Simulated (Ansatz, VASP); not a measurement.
**Two plane-wave programs on Au**

```xyz
1
Lattice="0.0000 2.0419 2.0419 2.0419 0.0000 2.0419 2.0419 2.0419 0.0000" Properties=species:S:1:pos:R:3 pbc="T T T"
Au    0.0000    0.0000    0.0000
```

Alike in both runs: functional PBEsol; k mesh 18 × 18 × 18; occupations gaussian, width 0.1 eV; no spin polarisation.

Ansatz relaxed the structure, and its values are those at the end. VASP's run is a single point on that final structure, the one shown.

|  | VASP | Ansatz |
| --- | --- | --- |
| version | VASP 6.6.1 | Ansatz 0.2.0 |
| potentials or method | VASP PAW PBE potentials, release 64 (Au) | scalar-relativistic, plane waves, PAW |
| plane-wave cutoff (eV) | 520 | 420 |
| valence electrons in the cell | 11 | 19 |

|  | VASP | Ansatz | Ansatz less VASP |
| --- | --- | --- | --- |
| gap on the k mesh at the Fermi level (eV) | none | none | - |
| pressure (GPa) | -0.2 | 0.0 | +0.23 |

A gap of «none» marks a metal or a gap that the smearing closes. The two sets of potentials don't hold the same shells in valence.

Caveats: the PAW data sets were made with another functional, which shifts forces and pressure a little (VASP). The runs have no spin-orbit coupling, so splittings on Au are missing.
